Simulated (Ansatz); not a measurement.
# Te2Mo (layers cut from the bulk crystal): converging the G0W0 gap

Aim: see how the G0W0 gap of Te2Mo (layers cut from the bulk crystal) on PBEsol moves with empty bands and screening cutoff, and what each rung costs.

Program: Ansatz 0.2.0. Level of theory: G0W0 on PBEsol, plane waves, PAW; PAW set soft_1. Results are calculated unless marked as measured.

### 1. The starting structure

The cell holds 6 atoms: 4 Te and 2 Mo. Its edges and angles: a = 3.439 Å, b = 3.439 Å, c = 43.800 Å, α = 90.0°, β = 90.0°, γ = 120.0°. It derives from Te2Mo. Regions: layer 1, 3 atoms (2 Te and 1 Mo); layer 2, 3 atoms (2 Te and 1 Mo). Vacuum lies along c.

Coordinates:

```cif
data_structure
_symmetry_space_group_name_H-M 'P 1'
_symmetry_Int_Tables_number 1
_cell_length_a 3.4390
_cell_length_b 3.4390
_cell_length_c 43.8000
_cell_angle_alpha 90.000
_cell_angle_beta 90.000
_cell_angle_gamma 120.000
_cell_volume 448.62
loop_
_atom_site_label
_atom_site_type_symbol
_atom_site_fract_x
_atom_site_fract_y
_atom_site_fract_z
_atom_site_occupancy
Te1 Te 0.33333 0.66667 0.38242 1
Mo2 Mo 0.66667 0.33333 0.42384 1
Te3 Te 0.33333 0.66667 0.46534 1
Te4 Te 0.66667 0.33333 0.53466 1
Mo5 Mo 0.33333 0.66667 0.57616 1
Te6 Te 0.66667 0.33333 0.61758 1
```

The structure was relaxed with PBEsol-D3(BJ). The runs that relaxed it are not among those shown. Spin-orbit coupling is left out unless a step names it. The Coulomb interaction is cut off across the vacuum.

### 2. 238 empty bands, screening to 38 eV

Now the one-shot GW correction: screening in the RPA, then the self-energy of the levels asked for. This step takes PAW set soft_1 files.

Input file input.yaml:

```yaml
crystal:
  lattice:
    - [3.4390311384, 0.0, 0.0]
    - [-1.7195155692, 2.9782883303, 0.0]
    - [0.0, 0.0, 43.8]
  atoms:
    - { symbol: Te, position: [0.3333333333, 0.6666666667, 0.3824154895] }
    - { symbol: Mo, position: [0.6666666667, 0.3333333333, 0.4238373024] }
    - { symbol: Te, position: [0.3333333333, 0.6666666667, 0.4653428773] }
    - { symbol: Te, position: [0.6666666667, 0.3333333333, 0.5346571227] }
    - { symbol: Mo, position: [0.3333333333, 0.6666666667, 0.5761626976] }
    - { symbol: Te, position: [0.6666666667, 0.3333333333, 0.6175845105] }
  periodic: [true, true, false]
kpoints:
  mp_grid: { grid: [6, 6, 1] }
hamiltonian:
  xc: pbesol
  pseudopotentials: { kind: paw, azcp: { folder: soft_1 }, xc_functional: pbe }
scf:
  occupations: { method: fixed }
gw:
  n_empty_bands: 238
  ecut_chi: 38
  qp_bands: [v2, c2]
  qp_kpoints: band_edges
  screening: { model: contour_deformation }
```

The run is started by

```sh
ansatz run input.yaml --threads 2 --pin off --max-ram 73728MiB --backend cuda --events-out ev --progress --plain --runs-dir out --devices 1 --max-vram 13GiB
```

Numbers of over 12 decimals in the logs are rounded to 6 here.

What it wrote:

```text
GPUs: using 1 of 1 available (devices: 1).
Engine: ansatz 0.2.0, x86_64-unknown-linux-gnu
Pseudopotentials: kind: paw
Pseudopotential: Te, paw, valence charge 16, recommended cutoff 420 eV (normal), soft_1/Te.paw.azcp
Pseudopotential: Mo, paw, valence charge 14, recommended cutoff 420 eV (normal), soft_1/Mo.paw.azcp
Functional definition: PBEsol
  exchange = pbesol_x
  correlation = pbesol_c
device memory: the entry about to start is reckoned to put 3.3 GiB on a device that reports 31.0 GiB free (of which the cap on the GPU budget leaves the run 13.0 GiB)
GPU FFT provider: cuFFT
GPU libraries: cuBLAS 13.8.2, cuFFT 12.4.0, cuSOLVER 12.3.4
Crystal: 6 atoms, lattice volume = 448.618 Å³
Basis set: ecut = 420 eV, 8715 PW (Γ)
Bands: 56, of which v1, the nominal top of the filled ones, is band 46 counted from 1 (45 counted from 0)
Symmetry: 12 space group operations
Space group: P-3m1 (ITA 164), of the structure as read, at distance tolerance 7.7e-5 Å
k-points: 7 of 36
Non-local potential: Te, projectors of the file, l = 0: 2, l = 1: 2, l = 2: 2, l = 3: 1
Non-local potential: Mo, projectors of the file, l = 0: 3, l = 1: 2, l = 2: 2, l = 3: 1
PAW form: soft (Blöchl's): semilocal exchange-correlation on the pseudo side does not see the compensation charge
PAW frozen core: Te, regenerated for the run's functional, and the local potential with it (the file was generated under x = pbe(κ = 0.804, μ = 0.219515), c = pbe(β = 0.066725))
PAW frozen core: Mo, regenerated for the run's functional, and the local potential with it (the file was generated under x = pbe(κ = 0.804, μ = 0.219515), c = pbe(β = 0.066725))
PAW one-centre angular grid: Te, 590 points (default); XC on 64 Gauss nodes
PAW one-centre angular grid: Mo, 590 points (default); XC on 64 Gauss nodes
Initial density: superposition of atomic densities (neutral atoms: chi_scale 0, normalization atom)
Initial wavefunctions: pseudopotential atomic-orbital guess
GPU buffer pool allocated for 172800 grid points (all kernels)
GPU transforms: local potential and band sums: pruned to the plane-wave sphere, on 24×24×300
Functional: x = pbesol(κ = 0.804, μ = 0.123457), c = pbesol(β = 0.046)
SCF iter   1: F=—  HF=-37404.363949 eV  |F-HF|=—  |Δ(HF+E_count)|=         —  Δρ=2.78e-2  dr2=4.62e0  ethr=3.10e-3  ⟨swp⟩=7.0  Hψ=1720  notcnv=0  defer=50
preconditioner: auto → Resta (q_TF=auto, 2.095 Å⁻¹)  ε∞=2.7  [insulator: Δε(μ)=0.834 eV  Ē_g=8.003 eV  n_scr=28 (ndim 8)  ℏωp=10.5 eV  f_vac=0.672  ε∞_Penn≈2.7  vacuum switching on, ρ_ref=4.6e-3 e/Å³]
SCF iter   2: F=—  HF=-37403.327141 eV  |F-HF|=—  |Δ(HF+E_count)|=    1.04e0  Δρ=1.24e-2  dr2=2.65e0  ethr=3.10e-3  ⟨swp⟩=3.7  Hψ=799  notcnv=0  defer=51
SCF iter   3: F=—  HF=-37403.109492 eV  |F-HF|=—  |Δ(HF+E_count)|=   2.18e-1  Δρ=1.07e-2  dr2=9.85e-1  ethr=2.88e-3  ⟨swp⟩=3.4  Hψ=550  notcnv=0  defer=54
SCF iter   4: F=—  HF=-37402.981733 eV  |F-HF|=—  |Δ(HF+E_count)|=   1.28e-1  Δρ=3.74e-3  dr2=7.83e-2  ethr=1.07e-3  ⟨swp⟩=2.7  Hψ=568  notcnv=0  defer=52
SCF iter   5: F=—  HF=-37402.980871 eV  |F-HF|=—  |Δ(HF+E_count)|=   8.61e-4  Δρ=1.22e-3  dr2=1.37e-2  ethr=8.51e-5  ⟨swp⟩=3.7  Hψ=768  notcnv=0  defer=56
SCF iter   6: F=—  HF=-37402.980028 eV  |F-HF|=—  |Δ(HF+E_count)|=   8.43e-4  Δρ=6.42e-4  dr2=9.62e-3  ethr=1.49e-5  ⟨swp⟩=3.7  Hψ=590  notcnv=0  defer=56
SCF iter   7: F=—  HF=-37402.979202 eV  |F-HF|=—  |Δ(HF+E_count)|=   8.26e-4  Δρ=3.19e-4  dr2=3.88e-4  ethr=1.05e-5  ⟨swp⟩=3.0  Hψ=550  notcnv=0  defer=56
SCF iter   8: F=—  HF=-37402.979190 eV  |F-HF|=—  |Δ(HF+E_count)|=   1.12e-5  Δρ=9.24e-5  dr2=6.97e-5  ethr=4.22e-7  ⟨swp⟩=4.6  Hψ=1008  notcnv=0  defer=54
SCF iter   9: F=—  HF=-37402.979190 eV  |F-HF|=—  |Δ(HF+E_count)|=   4.49e-8  Δρ=5.86e-5  dr2=2.09e-5  ethr=7.58e-8  ⟨swp⟩=4.1  Hψ=919  notcnv=0  defer=50
SCF iter  10: F=—  HF=-37402.979187 eV  |F-HF|=—  |Δ(HF+E_count)|=   3.50e-6  Δρ=8.00e-6  dr2=5.90e-7  ethr=2.28e-8  ⟨swp⟩=3.1  Hψ=688  notcnv=0  defer=47
SCF iter  11: F=—  HF=-37402.979187 eV  |F-HF|=—  |Δ(HF+E_count)|=   3.00e-8  Δρ=5.27e-6  dr2=2.25e-7  ethr=6.41e-10  ⟨swp⟩=3.6  Hψ=871  notcnv=0  defer=46
SCF iter  12: F=-37402.979187 eV  HF=-37402.979187 eV  |F-HF|=1.21e-9  |Δ(HF+E_count)|=   3.71e-8  Δρ=4.85e-7  dr2=2.60e-9  ethr=1.09e-10  ⟨swp⟩=23.4  Hψ=2311  notcnv=0
SCF 1 converged in 12 iterations: F = -37402.979187 eV  dr2 = 2.60e-9
  greatest PAW one-centre occupation: 0.998 electrons in one spin orbital (limit 2), on the Mo atom at site 4 (counted from 0), in its partial waves of l = 0
device memory: the entry about to start is reckoned to put 3.9 GiB (of the 4.0 GiB reckoned in all, the device holds 0.1 GiB already) on a device that reports 34.9 GiB free (of which the cap on the GPU budget leaves the run 12.9 GiB)
NSCF: frozen V_eff on 7 k-points
the band table was solved once the SCF had ended and its energy, with any forces and stress, was formed, with the checks that follow a solve (2178 applications of the Hamiltonian). They found nothing against the state; the energy, forces and stress were not computed again (output.eigenvalues in the input reference)
device memory: the entry about to start is reckoned to put 3.5 GiB on a device that reports 35.9 GiB free (of which the cap on the GPU budget leaves the run 13.0 GiB)
NSCF: frozen V_eff on 7 k-points
G₀W₀ screening: q 1/7
[... further progress lines ...]
SCF converged after 12 iterations
Free energy (F): -37402.979187 eV
Harris-Foulkes:  -37402.979187 eV  (|F-HF|=1.21e-9)
Internal energy: -37402.979187 eV  (E = F + TS)
E sigma→0 (E₀):  -37402.979187 eV
Fermi energy:    -4.584447 eV
--- Per-component energies (eV) ---
  E_band       = -2725.294693
  E_kinetic    = 1543.510311
  E_local      = -508244.844667  (includes V_loc(G=0)·N_el)
  E_nonlocal   = 579.032582
  E_hartree    = 253080.163817
  E_xc         = -839.660379
  E_vxc        = -850.306175  (∫ρ·V_xc dr)
  E_paw        = -24687.136772  (= ΣΔE_a)
  E_vpaw       = -1912.994720  (= ΣTr[D̂ρ^β])
  E_aug_tail   = 0.000444  (compensation charges beyond the density's cutoff)
  E_ewald      = 241164.037632
  E_core_change = 1.917845  (= ΣΔE_core)
  E_smearing   = -0.000000  (= −TS)
  E_closure    = -0.000000  (closes the sum)
  Σ components = -37402.979187   (vs F -37402.979187, Δ=0.00e0)
--- Band table (eV; the first three rows and the last of 7) ---
  k-point 0: bands = [... 42 lower, -5.6634, -5.6308, -5.6308, -4.5844, -1.6002 (-1.6002°), -1.6002 (-1.6002°), -1.4180 (-1.4180°), -1.4180 (-1.4180°), ... 6 higher]
  k-point 1: bands = [... 42 lower, -5.9241, -5.6843, -5.6573, -5.0453, -2.7769, -2.6587, -2.4678, -2.3252, ... 6 higher]
  k-point 2: bands = [... 42 lower, -6.0455, -5.8759, -5.4423, -5.3024, -3.4841, -3.1608, -3.0699, -2.8455, ... 6 higher]
  k-point 6: bands = [... 42 lower, -6.7025, -6.7025, -5.0390, -4.8097, -3.5501, -3.5501, -3.5193, -2.7920, ... 6 higher]
  ° read free of the cell's end (the report's vacuum.weakly_bound_levels)
--- G₀W₀: contour deformation, 7 samples at zero and on the imaginary axis and 1 off it, 36 q-points, 238 empty bands' worth ---
  eigenvalues of the whole cell's RPA ε∞ on this k-mesh (on a slab, of 1 + 4πα/V) = 1.2819, 7.0963, 7.0963; static W/v taken at q = 0 is 0.287725
  bands read: the sum over 284 bands ends inside a degenerate multiplet in 1 slot, whose members it reads at an even weight; the widest, k=0: bands 284 to 285 (counted from 1) at 1/2 each
  gw.qp_kpoints: band_edges: 7 of 7 stored k-points solved, in 1 pass; an edge of the gap read off the rows below is read off those points alone
    ik  band        ε_KS         Σx   Σc(E_QP)       V_xc       Z   E_QP_lin       E_QP  E_QP is
     0    45     -5.6308   -19.9497     1.3441   -19.2488  0.7253    -4.9966    -4.9877  root
     0    46     -4.5844   -18.0247     0.8337   -17.7180  0.7410    -4.0621    -4.0574  root
     0    47     -1.6002   -12.6961    -3.4924   -17.0485  0.7264    -0.7125    -0.7403  root
     0    48     -1.6002   -12.6961    -3.4924   -17.0485  0.7264    -0.7125    -0.7403  root
     1    45     -5.6573   -17.6794     1.4326   -16.6144  0.7223    -5.2933    -5.2898  root
     1    46     -5.0453   -17.5014     1.1609   -16.7702  0.7433    -4.6194    -4.6156  root
     1    47     -2.7769   -12.7942    -3.4205   -17.0344  0.7258    -1.9283    -1.9572  root
     1    48     -2.6587   -12.8326    -3.4654   -17.1378  0.7240    -1.7871    -1.8190  root
     2    45     -5.4423   -18.0070     1.5087   -16.9165  0.7300    -5.0286    -5.0242  root
     2    46     -5.3024   -18.2888     1.3807   -17.3817  0.7299    -4.8341    -4.8288  root
     2    47     -3.4841   -13.9815    -3.4761   -18.3464  0.7222    -2.5625    -2.5953  root
     2    48     -3.1608   -13.7395    -3.6304   -18.2546  0.7178    -2.2380    -2.2760  root
     3    45     -5.1416   -16.5674     1.4214   -15.4391  0.7488    -4.8506    -4.8486  root
     3    46     -4.8565   -16.8676     1.2914   -15.9421  0.7514    -4.4934    -4.4906  root
     3    47     -3.2511   -16.2791    -3.6637   -21.0071  0.7039    -2.1297    -2.1868  root
     3    48     -3.2045   -16.0397    -3.6977   -20.7882  0.7045    -2.0967    -2.1537  root
     4    45     -5.4817   -18.8634     1.4207   -17.9549  0.7140    -4.9764    -4.9695  root
     4    46     -5.3300   -19.0377     1.3413   -18.2482  0.7183    -4.7856    -4.7783  root
     4    47     -3.8300   -13.2914    -2.9763   -17.0695  0.7361    -3.0082    -3.0281  root
     4    48     -3.3542   -13.2666    -3.2667   -17.3854  0.7295    -2.4719    -2.5021  root
     5    45     -5.2686   -17.5814     1.0758   -16.9542  0.7213    -4.8247    -4.8200  root
     5    46     -5.0822   -17.9171     1.0056   -17.4176  0.7240    -4.5815    -4.5761  root
     5    47     -3.5449   -14.3484    -3.3175   -18.5588  0.7228    -2.6204    -2.6519  root
     5    48     -3.1346   -14.7911    -3.6305   -19.3613  0.7103    -2.1495    -2.1949  root
     6    45     -5.0390   -17.7370     0.7909   -17.4480  0.7176    -4.5423    -4.5371  root
     6    46     -4.8097   -18.2285     0.6576   -18.1615  0.7181    -4.2252    -4.2191  root
     6    47     -3.5501   -15.3228    -3.5426   -19.8561  0.7126    -2.5163    -2.5594  root
     6    48     -3.5501   -15.3228    -3.5426   -19.8561  0.7126    -2.5163    -2.5594  root
```

Elapsed: 21 s, on 1 × NVIDIA H100 80GB HBM3 (shared by 6 runs) with 2 threads of AMD EPYC 7R13 (Zen 3), shared host; peak memory 1.6 GiB.

Numbers from this step:

| Quantity | Value |
| --- | --- |
| bands summed | 284 |
| plane waves in the screening matrix | 243 |
| q-points in the mesh | 36 |
| G0W0 gap on the mesh | 1.029 eV |
| k of the valence top | 0, 0, 0 |
| k of the conduction bottom | 0.1667, 0.1667, 0 |
| starting gap on the mesh | 0.7545 eV |
| Z at the valence top | 0.7410 |
| Z at the conduction bottom | 0.7361 |
| least direct G0W0 gap on the computed points | 1.660 eV |

The gap on the mesh goes from 0.75 eV to 1.03 eV, a correction of +0.27 eV. Between the two edge states, bare exchange in place of the xc potential would open the gap by 4.08 eV, and correlation takes back 3.81 eV.

### 3. 596 empty bands, screening to 70 eV

Bands and screening cutoff are moved together, since each hides the error of the other.

input.yaml, as its differences from that of step 2:

```diff
@@ -20,5 +20,6 @@
   occupations: { method: fixed }
+  convergence: { dr2_threshold: 1.0e-10 }
 gw:
-  n_empty_bands: 238
-  ecut_chi: 38
+  n_empty_bands: 596
+  ecut_chi: 70.0
   qp_bands: [v2, c2]
```

What it wrote:

```text
GPUs: using 1 of 1 available (devices: 1).
[...]
GPU FFT provider: cuFFT
GPU libraries: cuBLAS 13.8.2, cuFFT 12.4.0, cuSOLVER 12.3.4
Crystal: 6 atoms, lattice volume = 448.618 Å³
Basis set: ecut = 420 eV, 8715 PW (Γ)
Bands: 56, of which v1, the nominal top of the filled ones, is band 46 counted from 1 (45 counted from 0)
Symmetry: 12 space group operations
[...]
k-points: 7 of 36
[...]
GPU buffer pool allocated for 172800 grid points (all kernels)
[...]
SCF iter   1: F=—  HF=-37404.363949 eV  |F-HF|=—  |Δ(HF+E_count)|=         —  Δρ=2.78e-2  dr2=4.62e0  ethr=3.10e-3  ⟨swp⟩=7.0  Hψ=1720  notcnv=0  defer=50
[...]
SCF iter  14: F=-37402.979187 eV  HF=-37402.979187 eV  |F-HF|=5.75e-10  |Δ(HF+E_count)|=  2.76e-10  Δρ=6.81e-8  dr2=6.60e-11  ethr=1.00e-12  ⟨swp⟩=24.4  Hψ=2497  notcnv=0
SCF 1 converged in 14 iterations: F = -37402.979187 eV  dr2 = 6.60e-11
[...]
NSCF: frozen V_eff on 7 k-points
[...]
G₀W₀ screening: q 1/7
[... further progress lines ...]
SCF converged after 14 iterations
Free energy (F): -37402.979187 eV
[...]
Internal energy: -37402.979187 eV  (E = F + TS)
E sigma→0 (E₀):  -37402.979187 eV
Fermi energy:    -4.584374 eV
[...]
--- Band table (eV; the first three rows and the last of 7) ---
  k-point 0: bands = [... 42 lower, -5.6633, -5.6307, -5.6307, -4.5844, -1.6001 (-1.6001°), -1.6001 (-1.6001°), -1.4179 (-1.4179°), -1.4179 (-1.4179°), ... 6 higher]
  k-point 1: bands = [... 42 lower, -5.9240, -5.6842, -5.6573, -5.0452, -2.7769, -2.6587, -2.4677, -2.3251, ... 6 higher]
  k-point 2: bands = [... 42 lower, -6.0454, -5.8758, -5.4423, -5.3023, -3.4840, -3.1607, -3.0699, -2.8454, ... 6 higher]
  k-point 6: bands = [... 42 lower, -6.7024, -6.7024, -5.0389, -4.8096, -3.5500, -3.5500, -3.5193, -2.7919, ... 6 higher]
  ° read free of the cell's end (the report's vacuum.weakly_bound_levels)
[...]
0    45     -5.6307   -19.9497     0.9747   -19.2488  0.7178    -5.3588    -5.3570  root
     0    46     -4.5844   -18.0247     0.4551   -17.7180  0.7339    -4.4364    -4.4360  root
     0    47     -1.6001   -12.6961    -3.8720   -17.0485  0.7186    -1.1115    -1.1199  root
     0    48     -1.6001   -12.6961    -3.8720   -17.0485  0.7186    -1.1115    -1.1199  root
     1    45     -5.6573   -17.6794     1.1204   -16.6144  0.7153    -5.6020    -5.6019  root
     1    46     -5.0452   -17.5014     0.7976   -16.7702  0.7368    -4.9789    -4.9787  root
     1    47     -2.7769   -12.7942    -3.7532   -17.0344  0.7183    -2.2793    -2.2899  root
     1    48     -2.6587   -12.8326    -3.7954   -17.1378  0.7163    -2.1379    -2.1489  root
[...]
6    45     -5.0389   -17.7370     0.4808   -17.4480  0.7106    -4.8480    -4.8471  root
     6    46     -4.8096   -18.2285     0.3238   -18.1615  0.7106    -4.5541    -4.5528  root
     6    47     -3.5500   -15.3228    -3.8789   -19.8561  0.7042    -2.8794    -2.8956  root
     6    48     -3.5500   -15.3228    -3.8789   -19.8561  0.7042    -2.8794    -2.8956  root
```

Run time: 47 s. Hardware: 1 × NVIDIA H100 80GB HBM3 (shared by 6 runs) with 2 threads; peak memory 2.4 GiB.

Numbers from this step:

| Property | Result |
| --- | --- |
| bands summed | 642 |
| plane waves in the screening matrix | 629 |
| q-points in the mesh | 36 |
| G0W0 gap on the mesh | 1.100 eV |
| k of the valence top | 0, 0, 0 |
| k of the conduction bottom | 0.1667, 0.1667, 0 |
| starting gap on the mesh | 0.7545 eV |
| Z at the valence top | 0.7339 |
| Z at the conduction bottom | 0.7294 |
| least direct G0W0 gap on the computed points | 1.657 eV |

Against the run with 6×6×1 mesh, 238 empty bands, screening to 38 eV, PAW set soft_1 files, the gap moves by +0.07 eV.

### 4. Convergence and cost

Times are wall times on 1 × NVIDIA H100 80GB HBM3 (shared by 6 runs) with 2 threads of AMD EPYC 7R13 (Zen 3), shared host, good to a factor of about two.

```tsv
mesh	files	frequency	bands summed	cutoff (eV)	start (eV)	G0W0 (eV)	time	host memory (GiB)
6×6×1	PAW set soft_1	contour deformation	284	38	0.754	1.029	21 s	1.6
6×6×1	PAW set soft_1	contour deformation	642	70	0.754	1.100	47 s	2.4
```

The parts of the quasiparticle energy at the two band edges (eV; QP = start + Σx + Σc − Vxc):

```tsv
run	edge	start	Σx	Σc	Vxc	Z	QP
284 bands	valence top	-4.58	-18.02	0.83	-17.72	0.74	-4.06
284 bands	conduction bottom	-3.83	-13.29	-2.98	-17.07	0.74	-3.03
642 bands	valence top	-4.58	-18.02	0.46	-17.72	0.73	-4.44
642 bands	conduction bottom	-3.83	-13.29	-3.28	-17.07	0.73	-3.34
```

### 5. Results

```
284 bands, 38 eV                    : 1.029 eV
642 bands, 70 eV                    : 1.100 eV
estimated limit in bands and cutoff : 1.16 eV
mesh and start                      : 6×6×1, PBEsol
```

In words: A line in one over the bands through the two rungs gives 1.16 eV, +0.06 eV from the top rung; with two points alone it is an unchecked estimate. The rungs stand 0.13 eV (284 bands) and 0.06 eV (642 bands) from it. From 284 to 642 bands the gap moves by +0.07 eV while the time grows 2.3-fold. Σc changes by −0.38 eV at the valence top and −0.31 eV at the conduction bottom, so the levels themselves move more than the gap between them. The 6×6×1 mesh misses a band edge: over a band path and its finer mesh (run apart) the PBEsol gap is 0.65 eV, so the G0W0 gap over the zone may lie about 0.11 eV below its value on the mesh. The mesh in the plane is coarse for a sheet; gap and any exciton binding can still move on denser ones. The many-body steps are scalar-relativistic: spin-orbit coupling is not in them.

[Paths, hosts, dates, memory and timing lines, banners, echoed tables and standing remarks are left out of the program output.]

[Logs are printed without paths, hosts, clocks, repeated set-up lines and the standing remarks that a program may print on its own settings, such as how far it seeks lower states.]

[Runs of the session that timed out or met a known fault of the program may be left out.]

[Cells called generated may have been cut or substituted from an entry of the Crystallography Open Database or the Materials Project.]

[Hosts, paths, dates, database ids (printed as entryN), source tags and the programs' standing remarks are cut or masked in the printed files.]
